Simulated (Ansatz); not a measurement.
Bi:

```
Bi
1.0
     3.48860   -3.13258    0.00000
     3.48860    3.13258    0.00000
    -1.26023    0.00000    3.11355
Bi
2
Direct
  0.75306 0.75306 0.85738
  0.24694 0.24694 0.14262
```

This isn't the form of Bi at room conditions, which is rhombohedral.

Base run:

- Program: Ansatz 0.2.0
- Functional: PBEsol
- Potentials or basis: Ansatz PAW
- Cutoff: 420 eV (not typed: the program's choice for these potentials)
- k mesh: 6 × 6 × 9
- Occupations: fermi-dirac, width 0.05 eV
- Spin: spin-orbit coupling, no magnetisation

Its results: band gap on the k mesh none (metal or under the smearing width); pressure -1.2 GPa; largest force 0.027 eV/Å.

Q: The run is repeated on the same cell with these changes: spin from spin-orbit coupling, no magnetisation to no spin polarisation; potential files from those of the base run to others of the same set. What comes out?

A: Band gap on the k mesh none (metal or under the smearing width); pressure -2.5 GPa; largest force 0.059 eV/Å.

Caveats: the PAW data sets come from PBE, with cores solved anew for the run's functional, which leaves a small shift of forces and pressure; spin-orbit coupling is left out, which moves the levels of the heavy elements (some runs).
